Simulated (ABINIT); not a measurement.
Runs of ABINIT 10.8.3 (patched build) on Te2Mo. The structure is hexagonal, space group P6_3/mmc (No. 194). The conventional cell has a = 3.518 Å, b = 3.518 Å, c = 13.974 Å, α = 90.00°, β = 90.00°, γ = 120.00°. Around Te (site symmetry 3m) lie 3 Mo at 2.72 Å. Mo (site symmetry -6m2) has 6 Te at 2.72 Å as nearest neighbours. 

| task | level | cell | k mesh | cutoff (eV) | fine-grid cutoff | cell freedom (optcell) | cutoff smearing ecutsm (Ha) | optimiser (ionmov) | force stop (Ha/bohr) | gap on the mesh (eV) | pressure (GPa) | largest force (eV/Å) |
| --- | --- | --- | --- | --- | --- | --- | --- | --- | --- | --- | --- | --- |
| single point | PBE | atoms moved at random, drawn with an rms of 0.05 Å | 9 × 9 × 2 | 408 | 816.342 eV | - | - | - | - | 0.71 | 4.8 | 1.37 |
| single point | PBE | as given | 9 × 9 × 2 | 408 | 816.342 eV | - | - | - | - | 0.74 | (b) | (a) |
| relaxation of cell and atoms | PBEsol | relaxed | 9 × 9 × 2 | 408 | 816.342 eV | 2 | 0.5 | 22 | 5e-05 | 0.74 | 0.0 | - |
| band structure | r2SCAN | as given | 8 × 8 × 2 | 490 | 979.61 eV | - | - | - | - | 0.86 | 3.2 | 0.07 |

Alike in all rows: potentials or basis JTH PAW PBE v2.0; no spin polarisation; smearing fermi-dirac 0.05 eV.

Problem. Fill in the values left out.

Solution. (a) 0.30; (b) 3.8.

Caveats: spin-orbit coupling is left out, which moves the levels of the heavy elements; an odd mesh through Γ misses points on the zone boundary, where band edges often lie (some runs); this functional lacks dispersion, which binds the layers, so the pressure and a relaxed spacing across them are unreliable (some runs); the PAW data sets were made with another functional, which shifts forces and pressure a little (some runs); the mesh misses the band edges, which the band path finds closer together (some runs).

A k mesh can miss the band edges, and the runs leave out spin-orbit coupling on Mo, Te.
